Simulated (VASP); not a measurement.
# KCl (Fm-3m) in VASP: notebook, part 2 of 3

VASP 6.6.1. The steps go on from the part before.

## 3. Single point, PBEsol

This run uses another cell than the first one, of 31.44 Å³/atom, 1.064 times its volume.

INCAR reads:

```
PREC = Accurate ; ENCUT = 520
EDIFF = 1E-6 ; ISMEAR = -1
SIGMA = 0.03 ; LREAL = False
LASPH = True ; NELM = 100
ALGO = Normal ; ISIF = 2
LWAVE = False ; LCHARG = False
GGA = PS ; NBANDS = 15
```

KPOINTS reads:

```
regular mesh
0
Gamma
  7 7 7
```

POSCAR reads:

```
KCl
1.0
    0.0000000000      3.1561000000      3.1561000000
    3.1561000000      0.0000000000      3.1561000000
    3.1561000000      3.1561000000      0.0000000000
K Cl
1 1
Direct
    0.0000000000      0.0000000000      0.0000000000
    0.5000000000      0.5000000000      0.5000000000
```

Potentials or basis: VASP PAW PBE potentials, release 64 (K_sv, Cl).

The run is started by

```
$ cat potpaw_PBE.64/K_sv/POTCAR potpaw_PBE.64/Cl/POTCAR > POTCAR
$ mpirun -np 1 vasp_std > vasp.out
```

OUTCAR:

```text
PREC = Accurate
   ENCUT = 520
   EDIFF = 1E-6
   ISMEAR = -1
   LREAL = False
   LASPH = True
   NELM = 100
   ISIF = 2
   GGA = PS

 ion  position               nearest neighbor table
   1  0.000  0.000  0.000-   2 3.16   2 3.16   2 3.16   2 3.16   2 3.16   2 3.16
   2  0.500  0.500  0.500-   1 3.16   1 3.16   1 3.16   1 3.16   1 3.16   1 3.16

  LATTYP: Found a face centered cubic cell.
 ALAT       =     6.3122000000

  Lattice vectors:

 A1 = (   0.0000000000,   3.1561000000,   3.1561000000)
 A2 = (   3.1561000000,   0.0000000000,   3.1561000000)
 A3 = (   3.1561000000,   3.1561000000,   0.0000000000)

Analysis of symmetry for initial positions (statically):
=====================================================================
 Subroutine PRICEL returns:
 Original cell was already a primitive cell.

 Routine SETGRP: Setting up the symmetry group for a
 face centered cubic supercell.

 Subroutine GETGRP returns: Found 48 space group operations
 (whereof 48 operations were pure point group operations)
 out of a pool of 48 trial point group operations.

The static configuration has the point symmetry O_h .

Analysis of symmetry for dynamics (positions and initial velocities):
=====================================================================
 Subroutine PRICEL returns:
 Original cell was already a primitive cell.

 Routine SETGRP: Setting up the symmetry group for a
 face centered cubic supercell.

 Subroutine GETGRP returns: Found 48 space group operations
 (whereof 48 operations were pure point group operations)
 out of a pool of 48 trial point group operations.

The dynamic configuration has the point symmetry O_h .

 Subroutine INISYM returns: Found 48 space group operations
 (whereof 48 operations are pure point group operations),
 and found     1 'primitive' translations

----------------------------------------------------------------------------------------

                                     Primitive cell

  volume of cell :      62.8756

  direct lattice vectors                    reciprocal lattice vectors
     0.000000000  3.156100000  3.156100000    -0.158423371  0.158423371  0.158423371
     3.156100000  0.000000000  3.156100000     0.158423371 -0.158423371  0.158423371
     3.156100000  3.156100000  0.000000000     0.158423371  0.158423371 -0.158423371

  length of vectors
     4.463399424  4.463399424  4.463399424     0.274397327  0.274397327  0.274397327

  position of ions in fractional coordinates (direct lattice)
     0.000000000  0.000000000  0.000000000
     0.500000000  0.500000000  0.500000000

  ion indices of the primitive-cell ions
   primitive index   ion index
                 1           1
                 2           2

----------------------------------------------------------------------------------------

 KPOINTS: regular mesh

Automatic generation of k-mesh.
 Grid dimensions read from file:
 generate k-points for:    7    7    7

 Generating k-lattice:

  Cartesian coordinates                     Fractional coordinates (reciprocal lattice)
    -0.022631910  0.022631910  0.022631910     0.142857143  0.000000000  0.000000000
[... 35 lines left out ...]
 -0.285714  0.428571  0.142857     24.000000
   k-points           NKPTS =     20   k-points in BZ     NKDIM =     20   number of bands    NBANDS=     15
   number of dos      NEDOS =    301   number of ions     NIONS =      2
   total plane-waves  NPLWV =  46656
   dimension x,y,z NGX =    36 NGY =   36 NGZ =   36
   dimension x,y,z NGXF=    72 NGYF=   72 NGZF=   72
   ions per type =               1   1
   NGX,Y,Z   is equivalent  to a cutoff of  13.41, 13.41, 13.41 a.u.
   NGXF,Y,Z  is equivalent  to a cutoff of  26.82, 26.82, 26.82 a.u.
 SYSTEM =  unknown system
   PREC   = accura    normal or accurate (medium, high low for compatibility)
   ISTART =      0    job   : 0-new  1-cont  2-samecut
   ICHARG =      2    charge: 1-file 2-atom 10-const
   ISPIN  =      1    spin polarized calculation?
   LNONCOLLINEAR =      F non collinear calculations
   LSORBIT =      F    spin-orbit coupling
   LASPH  =      T    aspherical Exc in radial PAW
   ENCUT  =  520.0 eV  38.22 Ry    6.18 a.u.   8.30  8.30  8.30*2*pi/ulx,y,z
   NELM   =    100;   NELMIN=  2; NELMDL= -5     # of ELM steps
   EDIFF  = 0.1E-05   stopping-criterion for ELM
   LREAL  =      F    real-space projection
   EDIFFG = 0.1E-04   stopping-criterion for IOM
   NSW    =      0    number of steps for IOM
   IBRION =     -1    ionic relax: 0-MD 1-quasi-New 2-CG
   NFREE  =      0    steps in history (QN), initial steepest desc. (CG)
   ISIF   =      2    stress and relaxation
   ISYM   =      2    0-nonsym 1-usesym 2-fastsym
   POTIM  = 0.5000    time-step for ionic-motion
   TEBEG  =    0.0;   TEEND  =   0.0 temperature during run
   PSTRESS=    0.0 pullay stress
   NELECT =      16.0000    total number of electrons
   NUPDOWN=      -1.0000    fix difference up-down
   EMIN   =  10.00;   EMAX   =-10.00  energy-range for DOS
   EFERMI =   0.00;   METHOD = LEGACY
   ISMEAR =    -1;   SIGMA  =   0.03  broadening in eV -4-tet -1-fermi 0-gaus
   EFERMI_NEDOS =   21; number of points for ismear=-14 and -15
   IALGO  =     38    algorithm
   IMIX   =      4    mixing-type and parameters
     AMIX     =   0.40;   BMIX     =  1.00
     AMIX_MAG =   1.60;   BMIX_MAG =  1.00
  volume/ion in A,a.u.               =      31.44       212.15
  Fermi-wavevector in a.u.,A,eV,Ry     =   1.037419  1.960437 14.643101  1.076238
  Thomas-Fermi vector in A             =   2.171856
   LORBIT       =      0    0 simple, 1 ext, 2 COOP (PROOUT), +10 PAW based schemes
   GGA     = PS    functional components
   LHFCALC =     F    Hartree Fock is set to
   AEXX    =    0.0000 exact exchange contribution
   IVDW    =     0    specifies the selected vdW correction
   LEPSILON=     F    determine dielectric tensor
   LRPA    =     F    only Hartree local field effects (RPA)
 non-spin polarized calculation
  energy-cutoff  :      520.00
  volume of cell :       62.88
 maximum number of plane-waves:      1716
 NGX is ok and might be reduce to    36
   NGX = 17   NGY = 17   NGZ = 17

 number of electron      16.0000000 magnetization

 Free energy of the ion-electron system (eV)
  ---------------------------------------------------
  ext. energy  EPLUGINS =         0.00000000
  ---------------------------------------------------
  free energy    TOTEN  =        -7.02059391 eV

  energy without entropy =       -7.02059391  energy(sigma->0) =       -7.02059391

 E-fermi :  -1.2999     XC(G=0):  -7.6805

 val. band max:       -1.9413984757   @ k =   0.0000   0.0000   0.0000
 cond. band min:       3.0524639454   @ k =   0.0000   0.0000   0.0000
 fundamental gap:      4.9938624210
 Fermi energy:        -1.2998839164

 k-point     1 :       0.0000    0.0000    0.0000
  band No.  band energies     occupation
      1     -29.0083      2.00000
      2     -14.0220      2.00000
      3     -12.5344      2.00000
      4     -12.5344      2.00000
      5     -12.5344      2.00000
      6      -1.9414      2.00000
      7      -1.9414      2.00000
      8      -1.9414      2.00000
      9       3.0525      0.00000
     10       6.3499      0.00000
     11       6.3499      0.00000
     12       6.3499      0.00000
     13       7.2297      0.00000
     14       7.2297      0.00000
[... 329 lines left out ...]
      2     -14.0299      2.00000
      3     -12.6394      2.00000
      4     -12.6035      2.00000
      5     -12.4474      2.00000
      6      -2.5303      2.00000
      7      -2.4556      2.00000
      8      -2.3092      2.00000
      9       5.6497      0.00000
     10       6.3443      0.00000
     11       7.4402      0.00000
     12       7.8541      0.00000
     13       9.3818      0.00000
     14       9.4462      0.00000
     15      10.2545      0.00000

------------------------ aborting loop because EDIFF is reached ----------------------------------------

  FORCE on cell =-STRESS in cart. coord.  units (eV):
  Direction    XX          YY          ZZ          XY          YZ          ZX
  --------------------------------------------------------------------------------------
  -------------------------------------------------------------------------------------
  Total       -0.2050821     -0.2050821     -0.2050821      0.0000000      0.0000000      0.0000000
  in kB       -5.2258392     -5.2258392     -5.2258392      0.0000000      0.0000000      0.0000000
  external PRESSURE =      -5.2258392 kB  Pullay stress =       0.0000000 kB

 VOLUME and BASIS-vectors are now :
 -----------------------------------------------------------------------------
  energy-cutoff  :      520.00
  volume of cell :       62.88
      direct lattice vectors                 reciprocal lattice vectors
     0.000000000  3.156100000  3.156100000    -0.158423371  0.158423371  0.158423371
     3.156100000  0.000000000  3.156100000     0.158423371 -0.158423371  0.158423371
     3.156100000  3.156100000  0.000000000     0.158423371  0.158423371 -0.158423371

 POSITION                                       TOTAL-FORCE (eV/Angst)
 -----------------------------------------------------------------------------------
      0.00000      0.00000      0.00000        -0.000000      0.000000     -0.000000
      3.15610      3.15610      3.15610         0.000000     -0.000000      0.000000
 -----------------------------------------------------------------------------------
    total drift:                                0.000000      0.000000      0.000000

  FREE ENERGIE OF THE ION-ELECTRON SYSTEM (eV)
  ---------------------------------------------------
  free  energy   TOTEN  =        -7.0205939120 eV

  energy  without entropy=       -7.0205939120  energy(sigma->0) =       -7.02059391
```

It took 11 s on 1 thread of Intel Xeon 6975P-C (Granite Rapids), shared host; peak memory 0.2 GiB.

Results:

* Free energy: -7.0206 eV
* Pressure: -0.5 GPa
* Band gap on the k mesh: 4.99 eV, direct

Caveat: the PAW data sets were made with another functional, which shifts forces and pressure a little.

(Continued in part 3 of 3.)
